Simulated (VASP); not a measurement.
Wanted: the native input for a VASP 6.6.1 run.

- Task: single point
- Functional: HSE06
- Potentials or basis: VASP PAW PBE potentials, release 64 (Ta_pv)
- Cutoff: 520 eV
- k mesh: 8 × 8 × 8
- Occupations: gaussian, width 0.05 eV
- Spin: no spin polarisation
- Dipole correction: no
- Exchange at q = 0: truncated
- Grid for exact exchange (PRECFOCK): Normal
- Screening parameter: 0.2079 1/A
- Further INCAR settings: ALGO = Normal; EDIFF = 1e-06; NBANDS = 12

The system is Ta.

```xyz
1
Lattice="0.0000 2.1096 2.1096 2.1096 0.0000 2.1096 2.1096 2.1096 0.0000" Properties=species:S:1:pos:R:3 pbc="T T T"
Ta    0.0000    0.0000    0.0000
```

The cell was built by a generator and needn't be a form met in nature.

One way to write it, as run:

POSCAR

```
Ta
1.0
    0.0000000000      2.1095558485      2.1095558485
    2.1095558485      0.0000000000      2.1095558485
    2.1095558485      2.1095558485      0.0000000000
Ta
1
Direct
    0.0000000000      0.0000000000      0.0000000000
```

INCAR.step1

```
SYSTEM = Ta
PREC = Accurate
ENCUT = 520
EDIFF = 1E-5
ISMEAR = 0
SIGMA = 0.05
LREAL = .False.
LASPH = .True.
NELM = 100
ALGO = Normal
ISIF = 2
LWAVE = .True.
GGA = PE
NBANDS = 12
```

INCAR.step2

```
SYSTEM = Ta
PREC = Accurate
ENCUT = 520
EDIFF = 1E-6
ISMEAR = 0
SIGMA = 0.05
LREAL = .False.
LASPH = .True.
NELM = 100
ALGO = Normal
ISIF = 2
LWAVE = .False.
LCHARG = .True.
GGA = PE
LHFCALC = .True.
HFSCREEN = 0.2079
PRECFOCK = Normal
LELF = .True.
LVHAR = .True.
ISTART = 1
NBANDS = 12
```

KPOINTS

```
Automatic mesh
0
Gamma
  8 8 8
  0 0 0
```

Potentials or basis: VASP PAW PBE potentials, release 64 (Ta_pv).

Launch:

```sh
$ cat potpaw_PBE.64/Ta_pv/POTCAR > POTCAR
$ cp INCAR.step1 INCAR
$ mpirun -np 1 vasp_std > vasp.out
$ cp INCAR.step2 INCAR
$ mpirun -np 1 vasp_std > vasp.out
```

It gave:

```json
{
 "Pressure": "-1.2 GPa",
 "Band gap on the k mesh": "none (metal or under the smearing width)"
}
```

Caveat: the PAW data sets were made with another functional, which shifts forces and pressure a little.

Wall time 27 min on 1 thread of AMD EPYC 9R45 96-Core Processor (Zen 5), with other jobs on the host, peak memory 0.23 GiB.
